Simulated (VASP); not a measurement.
A VASP 6.6.1 single-point calculation on BaHfO3

INCAR

```
PREC = Accurate
IBRION = -1
LREAL = .FALSE.
TIME = 8
ISMEAR = -1
ISIF = 2
EDIFF = 1E-7
NSW = 0
SIGMA = 0.02
GGA = PE
ENCUT = 520
LCHARG = .FALSE.
LASPH = .TRUE.
ALGO = Damped
NELM = 71
LWAVE = .FALSE.
NBANDS = 27
```

KPOINTS

```
KPOINTS created by Atomic Simulation Environment
0
Gamma
6 6 6
0 0 0
```

POSCAR

```
Ba Hf O
 1.0000000000000000
     4.0099764200000001    0.0000000000000000    0.0000000000000000
     0.0000000000000000    4.0099764200000001    0.0000000000000000
     0.0000000000000000    0.0000000000000000    4.0099764200000001
 Ba  Hf  O
   1   1   3
Cartesian
  0.0000000000000000  0.0000000000000000  0.0000000000000000
  2.0049882100000000  2.0049882100000000  2.0049882100000000
  2.0049882100000000  2.0049882100000000  0.0000000000000000
  2.0049882100000000  0.0000000000000000  2.0049882100000000
  0.0000000000000000  2.0049882100000000  2.0049882100000000
```

The recommended PBE PAW datasets give the neutral cell 38 valence electrons.

Command

```
mpirun -np 1 vasp_std
```

OSZICAR

```
N       E                     dE             d eps       ncg     rms           ort
DAV:   1     0.315506853339E+03    0.31551E+03   -0.21626E+04   540   0.144E+03
DAV:   2     0.307928092872E+01   -0.31243E+03   -0.29973E+03   540   0.370E+02
DAV:   3    -0.416754408341E+02   -0.44755E+02   -0.42494E+02   540   0.121E+02
DAV:   4    -0.483382230141E+02   -0.66628E+01   -0.65651E+01   540   0.487E+01
DAV:   5    -0.493761560967E+02   -0.10379E+01   -0.10228E+01   540   0.174E+01
SDA:   6    -0.292420944981E+02    0.20134E+02   -0.51313E+03   540   0.641E+02   0.000E+00
DMP:   7     0.101707323342E+04    0.10463E+04   -0.10740E+05   540   0.132E+04  -0.682E+02
DMP:   8     0.119820567055E+04    0.18113E+03   -0.96918E+04   540   0.119E+04  -0.661E+02
DMP:   9     0.145716257166E+04    0.25896E+03   -0.18430E+05   540   0.226E+04  -0.137E+03
DMP:  10     0.169970923949E+04    0.24255E+03   -0.30912E+05   540   0.378E+04  -0.241E+03
...
DMP:  63     0.217426218817E+03    0.13892E+00   -0.14858E+02   540   0.108E+01  -0.234E+01
DMP:  64     0.209846004376E+03   -0.75802E+01   -0.33046E+01   540   0.637E+00   0.672E+00
DMP:  65     0.209550308995E+03   -0.29570E+00   -0.13213E+01   540   0.555E+00   0.117E+01
DMP:  66     0.208017947718E+03   -0.15324E+01   -0.12815E+02   540   0.103E+01  -0.171E+01
DMP:  67     0.209697035664E+03    0.16791E+01   -0.25300E+02   540   0.199E+01  -0.352E+01
DMP:  68     0.207781972921E+03   -0.19151E+01   -0.28336E+02   540   0.257E+01  -0.290E+01
DMP:  69     0.208087525720E+03    0.30555E+00   -0.32528E+02   540   0.263E+01  -0.430E+01
DMP:  70     0.208768023591E+03    0.68050E+00   -0.46721E+02   540   0.443E+01  -0.423E+01
DMP:  71     0.204597516860E+03   -0.41705E+01   -0.31437E+02   540   0.320E+01  -0.219E+01
   1 F= 0.20459752E+03 E0= 0.20459752E+03  d E =0.000000E+00
```

Standard output (part)

```
POSCAR found type information on POSCAR BaHfO
 POSCAR found :  3 types and       5 ions
 LDA part: xc-table for (Slater+PW92), standard interpolation
 POSCAR, INCAR and KPOINTS ok, starting setup
 WAVECAR not read
 entering main loop
 final diagonalization occupied
|     The electronic self-consistency was not achieved in the given           |
|     number of steps (NELM). The forces and other quantities evaluated       |
|     might not be reliable so examine the results carefully. If you find     |
|     spurious results, we suggest increasing NELM, if you were close to      |
|     convergence or switching to a different ALGO or adjusting the           |
|     density mixing parameters otherwise.                                    |
```

It didn't converge.

Problem. Find the fault in these files.

Solution. Damping step far too long. It didn't converge.
